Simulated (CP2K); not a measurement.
Crystal: TaAs.

```
CELL_PARAMETERS angstrom
3.44363 0.00000 0.00000
0.00000 3.44363 0.00000
1.72181 -1.72181 5.86794
ATOMIC_POSITIONS crystal
Ta 0.49997 0.50003 0.00007
Ta 0.24997 0.25003 0.50007
As 0.08263 0.91737 0.83474
As 0.83263 0.66737 0.33474
```

The cell is a database's computed one.

Base run:

```yaml
Program: CP2K 2026.2
Functional: r2SCAN
Potentials_or_basis: POTENTIAL_UZH Ta GTH-PBE-q13, As GTH-PBE-q5; TZVP-MOLOPT-PBE-GTH basis
Density_cutoff: 9184 eV
k_mesh: 8 × 8 × 8
Occupations: fermi-dirac, width 0.05 eV
Spin: no spin polarisation
```

Its results: band gap on the k mesh none (metal or under the smearing width); pressure 1.2 GPa; largest force 0.004 eV/Å.

After a change of settings the same cell gave: band gap on the k mesh none (metal or under the smearing width); pressure -32.4 GPa; largest force 0.004 eV/Å. Which change was it?
A. functional from r2SCAN to HLE16
B. functional from r2SCAN to LDA
C. functional from r2SCAN to PBE
D. functional from r2SCAN to PW91

A.

Caveats: the potentials were made for another functional, which shifts forces and pressure; the basis of atomic orbitals isn't converged, which shifts pressures, moduli and gaps; the potentials were made for a functional far from this one (some runs); the cell as given lies far from equilibrium (some runs).
